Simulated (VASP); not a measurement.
The system is Ge.

```
Ge
1.0
    -1.84523    1.84523    1.84523
     1.84523   -1.84523    1.84523
     1.84523    1.84523   -1.84523
Ge
1
Cartesian
  0.0000 0.0000 0.0000
```

The cell was built by a generator and needn't be a form met in nature.

| Item | Value |
| --- | --- |
| Program | VASP 6.6.1 |
| Task | relaxation of cell and atoms |
| Functional | r2SCAN |
| Potentials or basis | VASP PAW PBE potentials, release 64 (Ge_d) |
| Cutoff | 600 eV |
| k mesh | 6 × 6 × 6 |
| Occupations | gaussian, width 0.1 eV |
| Spin | no spin polarisation |

At the start: pressure -11.2 GPa; volume 25.13 Å³/atom.

Q: How do energy, volume and symmetry change on relaxing?

A: Over 4 steps the energy falls by 299.1 meV/atom and the volume is 18.73 Å³/atom (-25.5 %); space group Im-3m (No. 229, to 0.05 Å).

The path:
| step | energy change (eV) | largest force (eV/Å) | pressure (GPa) | volume (Å³) |
| --- | --- | --- | --- | --- |
| 1 | 0.0000 | 0.0000 | -11.16 | 25.13 |
| 2 | -0.2955 | 0.0000 | -1.86 | 19.29 |
| 3 | -0.2990 | 0.0000 | -0.40 | 18.84 |
| 4 | -0.2991 | 0.0000 | 0.06 | 18.73 |

Final structure:
```
CELL_PARAMETERS angstrom
-1.67295 1.67295 1.67295
1.67295 -1.67295 1.67295
1.67295 1.67295 -1.67295
ATOMIC_POSITIONS crystal
Ge 0.00000 0.00000 0.00000
```

Caveat: the k mesh is coarse (spacing up to 0.40 Å⁻¹), so the values aren't converged; the volume moved by over 15 % at a fixed basis, so the end points are rough; the PAW data sets were made with another functional, which shifts forces and pressure a little.
